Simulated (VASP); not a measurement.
# BeTe (F-43m) in VASP: further runs

One crystal, BeTe, is run at these levels: PBE+D3(BJ), r2SCAN; tasks: relaxation of the atoms, relaxation of cell and atoms.

Everything below comes from runs of VASP 6.6.1. Logs are shortened: lines on timing, memory, paths and dates and some standing lists are left out, and cuts for length are marked.

## Step 1: Starting point

The structure is cubic, space group F-43m (No. 216). The conventional cell has a = 5.540 Å, b = 5.540 Å, c = 5.540 Å, α = 90.00°, β = 90.00°, γ = 90.00°. Be (site symmetry -43m) is surrounded by 4 Te at 2.40 Å. Te (site symmetry -43m) is surrounded by 4 Be at 2.40 Å.

## Step 2: Relaxation of the atoms, PBE+D3(BJ) (a relaxed cell with its volume scaled by 1.06)

File INCAR:

```
SYSTEM = BeTe
PREC = Accurate ; ENCUT = 600
EDIFF = 1E-7 ; ISMEAR = 0
SIGMA = 0.03 ; LREAL = .False.
LASPH = .True. ; NELM = 80
ALGO = Normal ; ISIF = 2
LWAVE = .False. ; LCHARG = .False.
GGA = PE ; IVDW = 12
IBRION = 2 ; NSW = 40
EDIFFG = -0.01
```

File KPOINTS:

```
regular mesh
0
Gamma
  8 8 8
  0 0 0
```

File POSCAR:

```
BeTe                                    
1.0
    0.0000000000      2.8476743164      2.8476743164
    2.8476743164      0.0000000000      2.8476743164
    2.8476743164      2.8476743164      0.0000000000
  Be              Te            
     1     1
Direct
     0.0000000000000000    0.0000000000000000    0.0000000000000000
     0.2500000000000000    0.2500000000000000    0.2500000000000000
```

Potentials or basis: VASP PAW PBE potentials, release 64 (Be, Te).

Started as:

```console
$ cat potpaw_PBE.64/Be/POTCAR potpaw_PBE.64/Te/POTCAR > POTCAR
$ mpirun -np 1 vasp_std > vasp.out
```

OUTCAR:

```text
SYSTEM = BeTe
   PREC = Accurate
   ENCUT = 600
   EDIFF = 1E-7
   ISMEAR = 0
   LREAL = .False.
   LASPH = .True.
   NELM = 80
   ISIF = 2
   GGA = PE
   IVDW = 12
   IBRION = 2
   NSW = 40
   EDIFFG = -0.01
 IVDW          = 12

 ion  position               nearest neighbor table
   1  0.000  0.000  0.000-   2 2.47   2 2.47   2 2.47   2 2.47
   2  0.250  0.250  0.250-   1 2.47   1 2.47   1 2.47   1 2.47

  LATTYP: Found a face centered cubic cell.
 ALAT       =     5.6953486328

  Lattice vectors:

 A1 = (   0.0000000000,   2.8476743164,   2.8476743164)
 A2 = (   2.8476743164,   0.0000000000,   2.8476743164)
 A3 = (   2.8476743164,   2.8476743164,   0.0000000000)

Analysis of symmetry for initial positions (statically):
=====================================================================
 Subroutine PRICEL returns:
 Original cell was already a primitive cell.

 Routine SETGRP: Setting up the symmetry group for a
 face centered cubic supercell.

 Subroutine GETGRP returns: Found 24 space group operations
 (whereof 24 operations were pure point group operations)
 out of a pool of 48 trial point group operations.

The static configuration has the point symmetry T_d .

Analysis of symmetry for dynamics (positions and initial velocities):
=====================================================================
 Subroutine PRICEL returns:
 Original cell was already a primitive cell.

 Routine SETGRP: Setting up the symmetry group for a
 face centered cubic supercell.

 Subroutine GETGRP returns: Found 24 space group operations
 (whereof 24 operations were pure point group operations)
 out of a pool of 48 trial point group operations.

The dynamic configuration has the point symmetry T_d .

 Subroutine INISYM returns: Found 24 space group operations
 (whereof 24 operations are pure point group operations),
 and found     1 'primitive' translations

----------------------------------------------------------------------------------------

                                     Primitive cell

  volume of cell :      46.1850

  direct lattice vectors                    reciprocal lattice vectors
     0.000000000  2.847674316  2.847674316    -0.175581876  0.175581876  0.175581876
     2.847674316  0.000000000  2.847674316     0.175581876 -0.175581876  0.175581876
     2.847674316  2.847674316  0.000000000     0.175581876  0.175581876 -0.175581876

  length of vectors
     4.027219639  4.027219639  4.027219639     0.304116731  0.304116731  0.304116731

  position of ions in fractional coordinates (direct lattice)
     0.000000000  0.000000000  0.000000000
     0.250000000  0.250000000  0.250000000

  ion indices of the primitive-cell ions
   primitive index   ion index
                 1           1
                 2           2

----------------------------------------------------------------------------------------

 KPOINTS: regular mesh

Automatic generation of k-mesh.
 Grid dimensions read from file:
 generate k-points for:    8    8    8

 Generating k-lattice:

  Cartesian coordinates                     Fractional coordinates (reciprocal lattice)
    -0.021947735  0.021947735  0.021947735     0.125000000  0.000000000  0.000000000
     0.021947735 -0.021947735  0.021947735     0.000000000  0.125000000  0.000000000
     0.021947735  0.021947735 -0.021947735     0.000000000  0.000000000  0.125000000

  Length of vectors
     0.038014591  0.038014591  0.038014591

  Shift w.r.t. Gamma in fractional coordinates (k-lattice)
     0.000000000  0.000000000  0.000000000

 Subroutine IBZKPT returns following result:
 ===========================================

 Found     29 irreducible k-points:

 Following reciprocal coordinates:
            Coordinates               Weight
  0.000000  0.000000  0.000000      1.000000
  0.125000  0.000000  0.000000      8.000000
  0.250000  0.000000  0.000000      8.000000
  0.375000  0.000000  0.000000      8.000000
  0.500000  0.000000  0.000000      4.000000
  0.125000  0.125000  0.000000      6.000000
[... 16 lines left out ...]
[... 46 lines left out ...]
  band No.  band energies     occupation
      1      -7.3537      2.00000
      2       4.7269      2.00000
      3       4.7269      2.00000
      4       4.7269      2.00000
      5       8.3063      0.00000
      6       8.3630      0.00000
      7       8.3630      0.00000
      8       8.3630      0.00000

 k-point     2 :       0.1250    0.0000    0.0000
  band No.  band energies     occupation
      1      -7.2133      2.00000
      2       3.4544      2.00000
      3       4.5058      2.00000
      4       4.5058      2.00000
      5       8.2006      0.00000
      6       8.6901      0.00000
      7       8.6901      0.00000
      8       9.6496      0.00000

 k-point     3 :       0.2500    0.0000    0.0000
  band No.  band energies     occupation
      1      -6.8276      2.00000
      2       1.5208      2.00000
      3       4.0890      2.00000
      4       4.0890      2.00000
      5       7.9639      0.00000
      6       9.2058      0.00000
      7       9.2058      0.00000
      8      11.5815      0.00000

 k-point     4 :       0.3750    0.0000    0.0000
  band No.  band energies     occupation
      1      -6.3419      2.00000
      2       0.0025      2.00000
      3       3.7659      2.00000
      4       3.7659      2.00000
      5       7.7796      0.00000
      6       9.3516      0.00000
      7       9.3516      0.00000
      8      12.5534      0.00000

 k-point     5 :       0.5000    0.0000    0.0000
  band No.  band energies     occupation
      1      -6.0919      2.00000
      2      -0.6026      2.00000
      3       3.6495      2.00000
      4       3.6495      2.00000
      5       7.7139      0.00000
      6       9.3294      0.00000
      7       9.3294      0.00000
      8      12.5531      0.00000
[... 177 lines left out ...]
 k-point    22 :       0.3750    0.2500    0.1250
  band No.  band energies     occupation
      1      -6.5099      2.00000
      2       1.2636      2.00000
      3       2.5858      2.00000
      4       3.5602      2.00000
      5       8.3352      0.00000
      6       9.4576      0.00000
      7      10.1342      0.00000
      8      10.9264      0.00000

 k-point    23 :       0.5000    0.2500    0.1250
  band No.  band energies     occupation
      1      -6.0806      2.00000
      2       0.2639      2.00000
      3       2.0609      2.00000
      4       3.1284      2.00000
      5       8.7530      0.00000
      6       9.3756      0.00000
      7      10.5865      0.00000
      8      11.5565      0.00000

 k-point    24 :      -0.3750    0.2500    0.1250
  band No.  band energies     occupation
      1      -5.8668      2.00000
      2      -0.2010      2.00000
      3       1.9500      2.00000
      4       2.9175      2.00000
      5       8.8928      0.00000
      6       9.1142      0.00000
      7      11.2885      0.00000
      8      12.3668      0.00000

 [... further k-points ...]

------------------------ aborting loop because EDIFF is reached ----------------------------------------

 Edisp (eV)   -0.65302

 E8    (eV) :    -0.2781

  FORCE on cell =-STRESS in cart. coord.  units (eV):
  Direction    XX          YY          ZZ          XY          YZ          ZX
  --------------------------------------------------------------------------------------
  -------------------------------------------------------------------------------------
  Total      -0.92529    -0.92529    -0.92529    -0.00000     0.00000     0.00000
  in kB     -32.09861   -32.09861   -32.09861    -0.00000     0.00000     0.00000
  external pressure =      -32.10 kB  Pullay stress =        0.00 kB

 VOLUME and BASIS-vectors are now :
 -----------------------------------------------------------------------------
  energy-cutoff  :      600.00
  volume of cell :       46.19
      direct lattice vectors                 reciprocal lattice vectors
     0.000000000  2.847674316  2.847674316    -0.175581876  0.175581876  0.175581876
     2.847674316  0.000000000  2.847674316     0.175581876 -0.175581876  0.175581876
     2.847674316  2.847674316  0.000000000     0.175581876  0.175581876 -0.175581876

 POSITION                                       TOTAL-FORCE (eV/Angst)
 -----------------------------------------------------------------------------------
      0.00000      0.00000      0.00000        -0.000000     -0.000000      0.000000
      1.42384      1.42384      1.42384         0.000000      0.000000     -0.000000
 -----------------------------------------------------------------------------------
    total drift:                                0.000000      0.000000      0.000000

  FREE ENERGIE OF THE ION-ELECTRON SYSTEM (eV)
  ---------------------------------------------------
  free  energy   TOTEN  =        -8.2759498389 eV

  energy  without entropy=       -8.2759498389  energy(sigma->0) =       -8.27594984

 reached required accuracy - stopping structural energy minimisation
```

Wall time 6.7 s (1 thread of AMD EPYC 9R45 (Zen 5), shared host); peak memory 0.16 GiB.

Results:

```
Free energy                : -8.2759 eV
Pressure after relaxing    : -3.2 GPa
Band gap on the k mesh     : 2.05 eV, indirect (least direct gap 3.58 eV)
Dispersion energy per atom : -0.327 eV
```

Final structure:
```xyz
2
Lattice="0.0000 2.8477 2.8477 2.8477 0.0000 2.8477 2.8477 2.8477 0.0000" Properties=species:S:1:pos:R:3 pbc="T T T"
Be    0.0000    0.0000    0.0000
Te    1.4238    1.4238    1.4238
```

Levels at points of the mesh, in eV from the valence-band top:
```csv
k point,band 1,band 2,band 3,band 4,band 5,band 6,band 7,band 8
"(0.00, 0.00, 0.00)",-12.08,0.00,0.00,0.00,3.58,3.64,3.64,3.64
"(0.50, 0.00, 0.00)",-10.82,-5.33,-1.08,-1.08,2.99,4.60,4.60,7.83
"(0.50, 0.50, 0.00)",-10.36,-4.94,-2.52,-2.52,2.05,2.71,9.49,9.49
```

Caveat: the relaxation stopped at its first step, so nothing moved; spin-orbit coupling is left out, which moves the levels of the heavy elements. A k mesh can miss the band edges.

## Step 3: Relaxation of cell and atoms, r2SCAN

File INCAR:

```
SYSTEM = BeTe
PREC     = Accurate       ! precision mode
ENCUT    = 600            ! plane-wave cutoff, eV
EDIFF    = 1E-6           ! SCF threshold, eV
ISMEAR   = 0              ! smearing method
SIGMA    = 0.03           ! smearing width, eV
LREAL    = .FALSE.        ! projectors in reciprocal space
LASPH    = .TRUE.         ! aspherical terms in the spheres
NELM     = 80             ! most SCF steps
ALGO     = Normal         ! electronic algorithm
ISIF     = 3              ! what is computed and relaxed
LWAVE    = .FALSE.        ! write WAVECAR
LCHARG   = .FALSE.        ! write CHGCAR
METAGGA  = R2SCAN         ! meta-GGA
LMIXTAU  = .TRUE.       
IBRION   = 2              ! ionic algorithm
NSW      = 90             ! ionic steps
EDIFFG   = -0.01          ! ionic threshold
```

File KPOINTS:

```
Automatic mesh
0
G
  8 8 8
  0 0 0
```

File POSCAR:

```
BeTe
1.0
    0.0000000000      2.7700000000      2.7700000000
    2.7700000000      0.0000000000      2.7700000000
    2.7700000000      2.7700000000      0.0000000000
Be Te
1 1
Direct
    0.0000000000      0.0000000000      0.0000000000
    0.2500000000      0.2500000000      0.2500000000
```

Potentials or basis: VASP PAW PBE potentials, release 64 (Be, Te).

Started as:

```console
$ cat potpaw_PBE.64/Be/POTCAR potpaw_PBE.64/Te/POTCAR > POTCAR
$ mpirun -np 1 vasp_std > vasp.out
```

Wall time 2.1 min (1 thread of Intel Xeon Platinum 8488C (Sapphire Rapids), shared host); peak memory 0.19 GiB.

The run converged. Its results:

| Property | Result |
| --- | --- |
| Free energy | -30.6853 eV |
| Relaxed volume | 22.69 Å³/atom |
| Relaxed cell | a = 4.004 Å, b = 4.004 Å, c = 4.004 Å, α = 60.00°, β = 60.00°, γ = 60.00° |
| Space group after relaxing (to 0.05 Å) | F-43m (No. 216) |
| Energy gained by relaxing | 19.0 meV/atom |
| Ionic steps | 3 |
| Pressure after relaxing | 0.0 GPa |
| Band gap on the k mesh | 2.37 eV, indirect (least direct gap 4.03 eV) |

The path:
```tsv
step	energy change (eV)	largest force (eV/Å)	pressure (GPa)	volume (Å³)
1	0.0000	0.0000	4.45	42.51
2	-0.0351	0.0000	-1.08	46.25
3	-0.0380	0.0000	0.02	45.38
```

Final structure:
```cif
data_structure
_symmetry_space_group_name_H-M 'P 1'
_symmetry_Int_Tables_number 1
_cell_length_a 4.0038
_cell_length_b 4.0038
_cell_length_c 4.0038
_cell_angle_alpha 60.000
_cell_angle_beta 60.000
_cell_angle_gamma 60.000
_cell_volume 45.38
loop_
_atom_site_label
_atom_site_type_symbol
_atom_site_fract_x
_atom_site_fract_y
_atom_site_fract_z
_atom_site_occupancy
Be1 Be 0.00000 0.00000 0.00000 1
Te1 Te 0.25000 0.25000 0.25000 1
```

Levels at points of the mesh, in eV from the valence-band top:
| k point | band 1 | band 2 | band 3 | band 4 | band 5 | band 6 | band 7 | band 8 |
| --- | --- | --- | --- | --- | --- | --- | --- | --- |
| (0.00, 0.00, 0.00) | -12.68 | 0.00 | 0.00 | 0.00 | 4.03 | 4.03 | 4.03 | 4.38 |
| (0.50, 0.00, 0.00) | -11.28 | -5.66 | -1.14 | -1.14 | 3.51 | 5.02 | 5.02 | 8.47 |
| (0.50, 0.50, 0.00) | -10.76 | -5.25 | -2.68 | -2.68 | 2.37 | 3.01 | 10.47 | 10.47 |

Caveat: the PAW data sets were made with another functional, which shifts forces and pressure a little; spin-orbit coupling is left out, which moves the levels of the heavy elements.

## Step 4: Relaxation of cell and atoms, r2SCAN

This run uses another cell than the first one, of 22.69 Å³/atom, 1.068 times its volume.

INCAR, as its differences from that of step 3:

```diff
@@ -3,3 +3,3 @@
 ENCUT    = 600            ! plane-wave cutoff, eV
-EDIFF    = 1E-6           ! SCF threshold, eV
+EDIFF    = 1E-7           ! SCF threshold, eV
 ISMEAR   = 0              ! smearing method
@@ -17,2 +17,2 @@
 NSW      = 90             ! ionic steps
-EDIFFG   = -0.01          ! ionic threshold
+EDIFFG   = -0.005         ! ionic threshold
```

KPOINTS is that of step 3.

File POSCAR:

```
BeTe                                    
1.0
    0.0000000000      2.8310836128      2.8310836128
    2.8310836128      0.0000000000      2.8310836128
    2.8310836128      2.8310836128      0.0000000000
  Be              Te            
     1     1
Direct
     0.0000000000000000    0.0000000000000000    0.0000000000000000
     0.2500000000000000    0.2500000000000000    0.2500000000000000
```

Started as:

```console
$ cat potpaw_PBE.64/Be/POTCAR potpaw_PBE.64/Te/POTCAR > POTCAR
$ mpirun -np 1 vasp_std > vasp.out
```

It took 66 s on 1 thread of Intel Xeon Platinum 8488C (Sapphire Rapids), shared host; peak memory 0.19 GiB.

Results (log left out):

- Free energy: -30.6855 eV
- Pressure after relaxing: 0.0 GPa
- Band gap on the k mesh: 2.37 eV, indirect (least direct gap 4.03 eV)

Final structure:
```cif
data_structure
_symmetry_space_group_name_H-M 'P 1'
_symmetry_Int_Tables_number 1
_cell_length_a 4.0038
_cell_length_b 4.0038
_cell_length_c 4.0038
_cell_angle_alpha 60.000
_cell_angle_beta 60.000
_cell_angle_gamma 60.000
_cell_volume 45.38
loop_
_atom_site_label
_atom_site_type_symbol
_atom_site_fract_x
_atom_site_fract_y
_atom_site_fract_z
_atom_site_occupancy
Be1 Be 0.00000 0.00000 0.00000 1
Te1 Te 0.25000 0.25000 0.25000 1
```

Levels at points of the mesh, in eV from the valence-band top:
```
           k point  band 1  band 2  band 3  band 4  band 5  band 6  band 7  band 8
(0.00, 0.00, 0.00)  -12.68    0.00    0.00    0.00    4.03    4.03    4.03    4.38
(0.50, 0.00, 0.00)  -11.28   -5.66   -1.14   -1.14    3.51    5.02    5.02    8.47
(0.50, 0.50, 0.00)  -10.76   -5.25   -2.68   -2.68    2.37    3.01   10.47   10.47
```

Caveat: the relaxation stopped at its first step, so nothing moved; the PAW data sets were made with another functional, which shifts forces and pressure a little; spin-orbit coupling is left out, which moves the levels of the heavy elements. A k mesh can miss the band edges.

## Step 5: Relaxation of the atoms, r2SCAN (a relaxed cell with its volume scaled by 0.94)

INCAR, as its differences from that of step 4:

```diff
@@ -10,3 +10,3 @@
 ALGO     = Normal         ! electronic algorithm
-ISIF     = 3              ! what is computed and relaxed
+ISIF     = 2              ! what is computed and relaxed
 LWAVE    = .FALSE.        ! write WAVECAR
@@ -16,3 +16,3 @@
 IBRION   = 2              ! ionic algorithm
-NSW      = 90             ! ionic steps
-EDIFFG   = -0.005         ! ionic threshold
+NSW      = 40             ! ionic steps
+EDIFFG   = -0.01          ! ionic threshold
```

KPOINTS is that of step 4.

File POSCAR:

```
BeTe                                    
1.0
    0.0000000000      2.7732901797      2.7732901797
    2.7732901797      0.0000000000      2.7732901797
    2.7732901797      2.7732901797      0.0000000000
  Be              Te            
     1     1
Direct
     0.0000000000000000    0.0000000000000000    0.0000000000000000
     0.2500000000000000    0.2500000000000000    0.2500000000000000
```

Started as:

```console
$ cat potpaw_PBE.64/Be/POTCAR potpaw_PBE.64/Te/POTCAR > POTCAR
$ mpirun -np 1 vasp_std > vasp.out
```

Wall time 46 s (1 thread of Intel Xeon Platinum 8488C (Sapphire Rapids), shared host); peak memory 0.19 GiB.

It converged, with:

* Free energy: -30.6514 eV
* Pressure after relaxing: 4.2 GPa
* Band gap on the k mesh: 2.22 eV, indirect (least direct gap 3.96 eV)

Final structure:
```
Be Te
1.0
     0.00000    2.77329    2.77329
     2.77329    0.00000    2.77329
     2.77329    2.77329    0.00000
Be Te
1 1
Direct
  0.00000 0.00000 0.00000
  0.25000 0.25000 0.25000
```

Levels at points of the mesh, in eV from the valence-band top:
```tsv
k point	band 1	band 2	band 3	band 4	band 5	band 6	band 7	band 8
(0.00, 0.00, 0.00)	-13.12	0.00	0.00	0.00	3.96	3.96	3.96	4.88
(0.50, 0.00, 0.00)	-11.55	-6.08	-1.26	-1.26	3.68	4.98	4.98	8.46
(0.50, 0.50, 0.00)	-10.97	-5.61	-2.93	-2.93	2.22	2.92	10.87	10.87
```

Caveat: the relaxation stopped at its first step, so nothing moved; the PAW data sets were made with another functional, which shifts forces and pressure a little; spin-orbit coupling is left out, which moves the levels of the heavy elements. A k mesh can miss the band edges.

## Step 6: Overview

```tsv
task	level	cell	gap on the mesh (eV)	pressure (GPa)
relaxation of the atoms	PBE+D3(BJ)	atoms relaxed from: a relaxed cell with its volume scaled by 1.06	2.05	-3.2
relaxation of cell and atoms	r2SCAN	relaxed	2.37	0.0
relaxation of the atoms	r2SCAN	atoms relaxed from: a relaxed cell with its volume scaled by 0.94	2.22	4.2
```

Alike in all rows: potentials or basis VASP PAW PBE potentials, release 64 (Be, Te); no spin polarisation; k mesh 8 × 8 × 8; cutoff (eV) 600; smearing gaussian 0.03 eV.

Caveats: the relaxation stopped at its first step, so nothing moved; spin-orbit coupling is left out, which moves the levels of the heavy elements; the PAW data sets were made with another functional, which shifts forces and pressure a little (some runs).

Total energies depend on the potentials used, so only differences within one code and one set of settings carry meaning.
